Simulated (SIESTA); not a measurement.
Crystal: CuO (Tenorite).

```xyz
4
Lattice="2.3447 -1.7134 0.0000 2.3447 1.7134 0.0000 -0.8606 0.0000 5.0594" Properties=species:S:1:pos:R:3 pbc="T T T"
Cu    0.7420   -0.8457    2.5297
Cu    1.1723    0.8457    0.0000
O     1.6421    0.2841    3.8133
O     2.0724   -0.2841    1.2836
```

Base run:

| Quantity | Value |
| --- | --- |
| Program | SIESTA 5.4.2 |
| Functional | BLYP |
| Potentials or basis | PseudoDojo 0.4 standard (PBE files) |
| Basis | DZP (energy shift 0.003 Ry; two zetas on semicore shells) |
| Grid cutoff | 800 Ry |
| Energy shift | 0.003 Ry |
| k mesh | 10 × 10 × 5 |
| Occupations | fermi-dirac, width 0.05 eV |
| Spin | no spin polarisation |

Its results: band gap on the k mesh none (metal or under the smearing width); pressure 13.6 GPa; largest force 0.859 eV/Å.

Task: The run is repeated on the same cell with these changes: functional from BLYP to vdW-DF-cx. What comes out?

Result: Band gap on the k mesh none (metal or under the smearing width); pressure 0.9 GPa; largest force 0.812 eV/Å.

Caveats: short orbitals over semicore shells can move pressures by several GPa; the potentials were made for another functional, which shifts forces and pressure; the basis of atomic orbitals isn't converged, which shifts pressures, moduli and gaps; the run has no spin polarisation, though such a crystal can be magnetic; semilocal functionals often make such compounds metallic where correlation or magnetic order opens a gap, which also shifts bond lengths.
